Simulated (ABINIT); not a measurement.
**TiO2 (P1): G0W0 on several meshes in ABINIT**

Wanted: mesh dependence and cost of G0W0 for TiO2 (P1).

Program: ABINIT 10.8.3. Level of theory: LDA and many-body steps on it, plane waves. Results are calculated unless marked as measured.

### Step 1. Set-up

The cell holds 9 atoms: 3 Ti and 6 O. Cell: a = 2.968 Å, b = 4.708 Å, c = 7.241 Å, α = 88.1°, β = 78.2°, γ = 90.0°.

The cell and positions are those that the Materials Project relaxed with its own functionals (PBE, PBE+U or r2SCAN), kept fixed. This is not the form that TiO2 usually takes at ambient conditions.

### Step 2. Empty states on the mesh, 4×2×2 mesh, 479 bands

This step: ABINIT 10.8.3; DFT, LDA, plane waves, norm-conserving pseudopotentials.

The sums over transitions need many empty states on a uniform mesh; this step solves for them.

Contents of run.abi:

```
acell 3*1.0 Angstrom
rprim 
  2.968264546300 0.000000000000 -0.000000000000
  0.000208083400 4.707606754900 0.000000000000
  1.483569621100 0.242353462000 7.083464797900
ntypat 2
znucl 22 8
natom 9
typat 1 1 1 2 2 2 2 2 2
xred 
  0.661708140000 0.520474360000 0.684496360000
  0.344640210000 0.480259650000 0.316959870000
  0.003371870000 0.000388810000 0.000703190000
  0.568025670000 0.815300060000 0.872827180000
  0.229407150000 0.703007280000 0.549514730000
  0.906497210000 0.691836990000 0.195171570000
  0.101236240000 0.308953420000 0.806243220000
  0.777926340000 0.297728750000 0.451878070000
  0.440038160000 0.185437690000 0.128538800000
pp_dirpath "pseudos"
pseudos "Ti.upf, O.upf"
ecut 38
ngkpt 4 2 2
nshiftk 1
shiftk 0 0 0
kptopt 1
chksymbreak 0
iscf -2
irdden 1
istwfk *1
nband 479
nbdbuf 42
tolwfr 1e-09
nstep 60
prtvol 0
indata_prefix "in"
outdata_prefix "out"
tmpdata_prefix "tmp"
```

On the command line:

```
> OMP_NUM_THREADS=1 mpirun -n 4 abinit run.abi > log
```

Numbers of over 12 decimals in the logs are rounded to 6 here.

Log:

```text
.Version 10.8.3 of ABINIT. v10.8.2 released Aug 2026.

 Symmetries : space group P1 (#  1); Bravais aP (primitive triclinic)
[... echo of the input left out ...]
== DATASET  1 ==================================================================
-   mpi_nproc: 4, omp_nthreads: 1 (-1 if OMP is not activated)

--- !DatasetInfo
iteration_state: {dtset: 1, }
dimensions: {natom: 9, nkpt: 12, mband: 479, nsppol: 1, nspinor: 1, nspden: 1, mpw: 7508, }
cutoff_energies: {ecut:  38.0, pawecutdg:  -1.0, }
[...]
5.37317    5.38439    5.38504    5.39862    5.40169    5.40514    5.41876    5.42056
   5.42572    5.45735    5.46184    5.46397    5.46992    5.49380    5.50971    5.53664
   5.55550    5.55790    5.57647    5.59502    5.60383    5.61239    5.62048
 prteigrs : prtvol=0 or 1, do not print more k-points.

== END DATASET(S) ==============================================================
================================================================================

 -outvars: echo values of variables after computation  --------
            nband         479
             nkpt          12
          spgroup           1
 [... the other variables as echoed above ...]

 Calculation completed.
```

Elapsed: 16 min, on 4 MPI ranks of Arm Neoverse V1, shared host; peak memory 1 GiB; 65 min of CPU time.

Numbers from this step:

```yaml
gap: 2.268 eV
k_of_the_valence_top: 0, 0, 0
k_of_the_conduction_bottom: 0, 0, 0
least_direct_gap: 2.268 eV
k_points_computed: 12
lowest_point_of_the_top_converged_band_above_the_valence_top: 136.0006 eV
```

On this mesh the gap is 2.268 eV.

The density comes from a self-consistent run that is not shown.

### Step 3. Screening, 4×2×2 mesh, 115 bands, screening to 68.6 eV

The RPA dielectric matrix is built and inverted for each q.

This step: RPA screening on LDA, plane waves, norm-conserving pseudopotentials.

run.abi, as its differences from that of step 2:

```diff
@@ -27,10 +27,11 @@
 chksymbreak 0
-iscf -2
-irdden 1
 istwfk *1
-nband 479
-nbdbuf 42
-tolwfr 1e-09
-nstep 60
-prtvol 0
+occopt 1
+irdwfk 1
+optdriver 3
+nband 115
+ecuteps 2.52
+inclvkb 2
+awtr 1
+symchi 1
 indata_prefix "in"
```

Log:

```text
.Version 10.8.3 of ABINIT. v10.8.2 released Aug 2026.

 Symmetries : space group P1 (#  1); Bravais aP (primitive triclinic)
[... echo of the input left out ...]
== DATASET  1 ==================================================================
-   mpi_nproc: 4, omp_nthreads: 1 (-1 if OMP is not activated)

--- !DatasetInfo
iteration_state: {dtset: 1, }
dimensions: {natom: 9, nkpt: 12, mband: 115, nsppol: 1, nspinor: 1, nspden: 1, mpw: 7508, }
cutoff_energies: {ecut:  38.0, pawecutdg:  -1.0, }
electrons: {nelect:   7.20000000E+01, charge:   0.00000000E+00, occopt:   1.00000000E+00, tsmear:   1.00000000E-02, }

 SCREENING: Calculation of the susceptibility and dielectric matrices

 Based on a program developped by R.W. Godby, V. Olevano, G. Onida, and L. Reining.
 Incorporated in ABINIT by V. Olevano, G.-M. Rignanese, and M. Torrent.
.Using double precision arithmetic ; gwpc =  8

[... cell and pseudopotentials left out ...]
--------------------------------------------------------------------------------

 ==== K-mesh for the wavefunctions ====
 Number of points in the irreducible wedge :    12
[... list of points left out ...]
 Together with  1 symmetry operations and time-reversal symmetry
 yields    16 points in the full Brillouin Zone.

 ==== Q-mesh for the screening function ====
 Number of points in the irreducible wedge :    12
[... list of points left out ...]
 Together with  1 symmetry operations and time-reversal symmetry
 yields    16 points in the full Brillouin Zone.

 setmesh: FFT mesh size selected  =    20x   32x   48
          total number of points  =        30720

 vcoul_init : cutoff-mode = AUXILIARY_FUNCTION
 q-points for optical limit:   1
     1)      0.000010    0.000020    0.000030

- screening: taking advantage of time-reversal symmetry
- Maximum band index for partially occupied states nbvw = 36
- Remaining bands to be divided among processors   nbcw = 79
- Number of bands treated by each node ~19

 Number of electrons calculated from density =   72.0000; Expected =   72.0000
 average of density, n =  0.107792
 r_s =    1.3035
 omega_plasma =   31.6701 [eV]

 calculating chi0 at frequencies [eV] :
  1    0.000000E+00    0.000000E+00
  2    0.000000E+00    3.167009E+01

--------------------------------------------------------------------------------
  q-point number  1        q = ( 0.000000, 0.000000, 0.000000) [r.l.u.]
--------------------------------------------------------------------------------
[... chi0 elements left out ...]
 For q-point:  0.000010 0.000020 0.000030
  dielectric constant =   6.9977
  dielectric constant without local fields =   7.4564

  Average fulfillment of the sum rule on Im[epsilon] for q-point    1 :     49.27  [%]
[... wings left out ...]
  q-point number  2        q = ( 0.250000, 0.000000, 0.000000) [r.l.u.]
--------------------------------------------------------------------------------
[... chi0 elements left out ...]
  Average fulfillment of the sum rule on Im[epsilon] for q-point    2 :     54.19  [%]

 [... 10 further q-points ...]
```

Run time: 2.2 min. Hardware: 4 MPI ranks; peak memory 2.1 GiB; 8.9 min of CPU time.

This step gave:

- ε∞ with local fields, on this mesh, along the program's q direction: 6.998
- the same without local fields: 7.456
- plasma frequency: 31.67 eV
- plane waves in the screening matrix: 121

Local fields lower ε∞ by 6 %. On a Γ-centred mesh this coarse the value itself is usually too large, while a short band sum pulls it down.

### Step 4. 4×2×2

The self-energy is evaluated for the states that the input lists, and the levels follow from it, in one-shot runs by the linearised quasiparticle equation.

This step: G0W0 on LDA, plane waves, norm-conserving pseudopotentials.

run.abi, as its differences from that of step 3:

```diff
@@ -30,8 +30,29 @@
 irdwfk 1
-optdriver 3
+optdriver 4
 nband 115
+gwcalctyp 0
+ecutsigx 38
+symsigma 1
+nkptgw 8
+kptgw 
+  0.0000000000 0.0000000000 0.0000000000
+  0.5000000000 0.0000000000 0.0000000000
+  0.0000000000 0.5000000000 0.0000000000
+  0.5000000000 0.5000000000 0.0000000000
+  0.0000000000 0.0000000000 0.5000000000
+  0.5000000000 0.0000000000 0.5000000000
+  0.0000000000 0.5000000000 0.5000000000
+  0.5000000000 0.5000000000 0.5000000000
+bdgw 
+  35 38
+  35 38
+  35 38
+  35 38
+  35 38
+  35 38
+  35 38
+  35 38
 ecuteps 2.52
-inclvkb 2
-awtr 1
-symchi 1
+irdscr 1
+ppmodel 1
 indata_prefix "in"
```

Log:

```text
.Version 10.8.3 of ABINIT. v10.8.2 released Aug 2026.

 Symmetries : space group P1 (#  1); Bravais aP (primitive triclinic)
[... echo of the input left out ...]
== DATASET  1 ==================================================================
-   mpi_nproc: 4, omp_nthreads: 1 (-1 if OMP is not activated)

--- !DatasetInfo
iteration_state: {dtset: 1, }
dimensions: {natom: 9, nkpt: 12, mband: 115, nsppol: 1, nspinor: 1, nspden: 1, mpw: 7508, }
cutoff_energies: {ecut:  38.0, pawecutdg:  -1.0, }
electrons: {nelect:   7.20000000E+01, charge:   0.00000000E+00, occopt:   1.00000000E+00, tsmear:   1.00000000E-02, }

 SIGMA: Calculation of the GW corrections

 Based on a program developped by R.W. Godby, V. Olevano, G. Onida, and L. Reining.
 Incorporated in ABINIT by V. Olevano, G.-M. Rignanese, and M. Torrent.
.Using double precision arithmetic ; gwpc =  8

[... cell and pseudopotentials left out ...]
--------------------------------------------------------------------------------

 ==== K-mesh for the wavefunctions ====
 Number of points in the irreducible wedge :    12
[... list of points left out ...]
 Together with  1 symmetry operations and time-reversal symmetry
 yields    16 points in the full Brillouin Zone.

 ==== Q-mesh for screening function ====
 Number of points in the irreducible wedge :    12
[... list of points left out ...]
 Together with  1 symmetry operations and time-reversal symmetry
 yields    16 points in the full Brillouin Zone.

 vcoul_init : cutoff-mode = AUXILIARY_FUNCTION
 q-points for optical limit:   1
     1)      0.000010    0.000020    0.000030
 setmesh: FFT mesh size selected  =    32x   50x   75
          total number of points  =       120000

 Number of electrons calculated from density =   72.0000; Expected =   72.0000
 average of density, n =  0.107792
 r_s =    1.3035
 omega_plasma =   31.6701 [eV]

 === KS Band Gaps ===
  >>>> For spin  1
   Minimum direct gap =   2.2674 [eV], located at k-point      :   0.0000  0.0000  0.0000
   Fundamental gap    =   2.2674 [eV], Top of valence bands at :   0.0000  0.0000  0.0000
                                       Bottom of conduction at :   0.0000  0.0000  0.0000
 SIGMA fundamental parameters:
 PLASMON POLE MODEL  1
 number of plane-waves for SigmaX                 7461
 number of plane-waves for SigmaC and W            121
 number of plane-waves for wavefunctions          7461
 number of bands                                   115
 number of independent spin polarizations            1
 number of spinorial components                      1
 number of k-points in IBZ                          12
 number of q-points in IBZ                          12
 number of symmetry operations                       1
 number of k-points in BZ                           16
 number of q-points in BZ                           16
 number of frequencies for dSigma/dE                 9
 frequency step for dSigma/dE [eV]                0.25
 number of omega for Sigma on real axis              0
 max omega for Sigma on real axis  [eV]           0.00
 zcut for avoiding poles [eV]                     0.10

 EPSILON^-1 parameters (SCR file):
 dimension of the eps^-1 matrix on file            121
 dimension of the eps^-1 matrix used               121
 number of plane-waves for wavefunctions          7461
 number of bands                                   115
 number of q-points in IBZ                          12
 number of frequencies                               2
 number of real frequencies                          1
 number of imag frequencies                          1

 matrix elements of self-energy operator (all in [eV])

 Perturbative Calculation

--- !SelfEnergy_ee
iteration_state: {dtset: 1, }
kpoint     : [   0.000,    0.000,    0.000, ]
spin       : 1
KS_gap     :    2.267
QP_gap     :    4.102
Delta_QP_KS:    1.834
data: !SigmaeeData |
     Band     E0 <VxcDFT>   SigX SigC(E0)      Z dSigC/dE  Sig(E)    E-E0       E
       35   3.951 -20.192 -24.629   4.801   0.775  -0.290 -19.910   0.282   4.234
       36   4.182 -19.911 -24.519   4.920   0.771  -0.296 -19.671   0.240   4.422
       37   6.449 -20.183 -12.107  -5.427   0.783  -0.277 -18.109   2.075   8.524
       38   6.863 -20.628 -12.256  -5.674   0.779  -0.283 -18.526   2.103   8.966

--- !SelfEnergy_ee
iteration_state: {dtset: 1, }
kpoint     : [   0.500,    0.000,    0.000, ]
spin       : 1
KS_gap     :    3.547
QP_gap     :    5.410
Delta_QP_KS:    1.863
data: !SigmaeeData |
     Band     E0 <VxcDFT>   SigX SigC(E0)      Z dSigC/dE  Sig(E)    E-E0       E
       35   3.067 -18.933 -23.695   4.927   0.768  -0.302 -18.807   0.126   3.193
       36   3.186 -19.314 -24.066   4.957   0.769  -0.300 -19.156   0.158   3.344
[...]
--- !SelfEnergy_ee
iteration_state: {dtset: 1, }
kpoint     : [   0.000,    0.500,    0.000, ]
spin       : 1
KS_gap     :    3.061
QP_gap     :    4.880
Delta_QP_KS:    1.819
data: !SigmaeeData |
     Band     E0 <VxcDFT>   SigX SigC(E0)      Z dSigC/dE  Sig(E)    E-E0       E
[...]
--- !SelfEnergy_ee
iteration_state: {dtset: 1, }
kpoint     : [   0.500,    0.500,    0.000, ]
spin       : 1
KS_gap     :    2.942
QP_gap     :    4.713
Delta_QP_KS:    1.771
data: !SigmaeeData |
     Band     E0 <VxcDFT>   SigX SigC(E0)      Z dSigC/dE  Sig(E)    E-E0       E
[...]
--- !SelfEnergy_ee
iteration_state: {dtset: 1, }
kpoint     : [   0.000,    0.000,    0.500, ]
spin       : 1
KS_gap     :    2.493
QP_gap     :    4.270
Delta_QP_KS:    1.777
data: !SigmaeeData |
     Band     E0 <VxcDFT>   SigX SigC(E0)      Z dSigC/dE  Sig(E)    E-E0       E
[...]
--- !SelfEnergy_ee
iteration_state: {dtset: 1, }
kpoint     : [   0.500,    0.000,    0.500, ]
spin       : 1
KS_gap     :    3.545
QP_gap     :    5.403
Delta_QP_KS:    1.858
data: !SigmaeeData |
     Band     E0 <VxcDFT>   SigX SigC(E0)      Z dSigC/dE  Sig(E)    E-E0       E
[...]
--- !SelfEnergy_ee
iteration_state: {dtset: 1, }
kpoint     : [   0.000,    0.500,    0.500, ]
spin       : 1
KS_gap     :    2.556
QP_gap     :    4.374
Delta_QP_KS:    1.818
data: !SigmaeeData |
     Band     E0 <VxcDFT>   SigX SigC(E0)      Z dSigC/dE  Sig(E)    E-E0       E
[...]
--- !SelfEnergy_ee
iteration_state: {dtset: 1, }
kpoint     : [   0.500,    0.500,    0.500, ]
spin       : 1
KS_gap     :    2.938
QP_gap     :    4.710
Delta_QP_KS:    1.771
data: !SigmaeeData |
     Band     E0 <VxcDFT>   SigX SigC(E0)      Z dSigC/dE  Sig(E)    E-E0       E
[...]
36   3.664 -19.959 -24.697   5.003   0.772  -0.296 -19.755   0.205   3.869
       37   6.602 -19.849 -12.038  -5.283   0.782  -0.279 -17.873   1.976   8.578
       38   6.742 -19.877 -12.022  -5.311   0.782  -0.278 -17.887   1.989   8.731

== END DATASET(S) ==============================================================
================================================================================

 -outvars: echo values of variables after computation  --------
           etotal      0.0000000000E+00
            nband         115
             nkpt          12
          spgroup           1
 [... the other variables as echoed above ...]

 Calculation completed.
```

The job ended after 23 s (4 MPI ranks; peak memory 1.5 GiB).

Numbers from this step:

| Property | Result |
| --- | --- |
| G0W0 gap on the mesh | 4.102 eV |
| starting gap on the mesh | 2.268 eV |
| k of the valence top | 0, 0, 0 |
| k of the conduction bottom | 0, 0, 0 |
| Z at the valence top | 0.771 |
| Z at the conduction bottom | 0.783 |
| least direct G0W0 gap on the computed points | 4.102 eV |

The gap on the mesh goes from 2.27 eV to 4.10 eV, a correction of +1.83 eV.

### Step 5. Empty states on the mesh, 4×2×1 mesh, 125 bands

This step: DFT, LDA, plane waves, norm-conserving pseudopotentials.

Contents of run.abi:

```
acell 3*1.0 Angstrom
rprim 
  2.968264546300 0.000000000000 -0.000000000000
  0.000208083400 4.707606754900 0.000000000000
  1.483569621100 0.242353462000 7.083464797900
ntypat 2
znucl 22 8
natom 9
typat 1 1 1 2 2 2 2 2 2
xred 
  0.661708140000 0.520474360000 0.684496360000
  0.344640210000 0.480259650000 0.316959870000
  0.003371870000 0.000388810000 0.000703190000
  0.568025670000 0.815300060000 0.872827180000
  0.229407150000 0.703007280000 0.549514730000
  0.906497210000 0.691836990000 0.195171570000
  0.101236240000 0.308953420000 0.806243220000
  0.777926340000 0.297728750000 0.451878070000
  0.440038160000 0.185437690000 0.128538800000
pp_dirpath "pseudos"
pseudos "Ti.upf, O.upf"
ecut 38
ngkpt 4 2 1
nshiftk 1
shiftk 0 0 0
kptopt 1
chksymbreak 0
iscf -2
irdden 1
istwfk *1
nband 125
nbdbuf 10
tolwfr 1e-09
nstep 60
prtvol 0
indata_prefix "in"
outdata_prefix "out"
tmpdata_prefix "tmp"
```

Log:

```text
.Version 10.8.3 of ABINIT. v10.8.2 released Aug 2026.

 Symmetries : space group P1 (#  1); Bravais aP (primitive triclinic)
[... echo of the input left out ...]
== DATASET  1 ==================================================================
-   mpi_nproc: 4, omp_nthreads: 1 (-1 if OMP is not activated)

--- !DatasetInfo
iteration_state: {dtset: 1, }
dimensions: {natom: 9, nkpt: 6, mband: 125, nsppol: 1, nspinor: 1, nspden: 1, mpw: 7490, }
cutoff_energies: {ecut:  38.0, pawecutdg:  -1.0, }
[...]
1.54117    1.57999    1.59166    1.60724    1.63580    1.64387    1.64426    1.66763
   1.66771    1.67292    1.67906    1.68238    1.68435    1.71140    1.73124    1.73564
   1.76447    1.76734    1.78070    1.79975    1.82916
 prteigrs : prtvol=0 or 1, do not print more k-points.

== END DATASET(S) ==============================================================
================================================================================

 -outvars: echo values of variables after computation  --------
            nband         125
             nkpt           6
          spgroup           1
 [... the other variables as echoed above ...]

 Calculation completed.
```

Elapsed: 68 s, on 4 MPI ranks; peak memory 0.38 GiB; 4.5 min of CPU time.

Numbers from this step:

```yaml
gap: 2.268 eV
k_of_the_valence_top: 0, 0, 0
k_of_the_conduction_bottom: 0, 0, 0
least_direct_gap: 2.268 eV
k_points_computed: 6
lowest_point_of_the_top_converged_band_above_the_valence_top: 41.51 eV
```

On this mesh the gap is 2.268 eV.

[end of part 1 of 2]

[Paths, hosts, dates, memory and timing lines, banners, echoed tables and standing remarks are left out of the program output.]

[Logs are printed without paths, hosts, clocks, repeated set-up lines and the standing remarks that a program may print on its own settings, such as how far it seeks lower states.]

[Runs of the session that timed out or met a known fault of the program may be left out.]

[Hosts, paths, dates, database ids (printed as entryN), source tags and the programs' standing remarks are cut or masked in the printed files.]

[G0W0 gaps are taken among the corrected bands and points alone; a level outside them can change the order at an edge.]

[Where Ansatz stands beside ABINIT at settings called matched, ABINIT's density can come from a denser mesh and the files from another edition; pairs whose starting gaps differed by over 0.03 eV were left out, so agreement reads better than it is.]
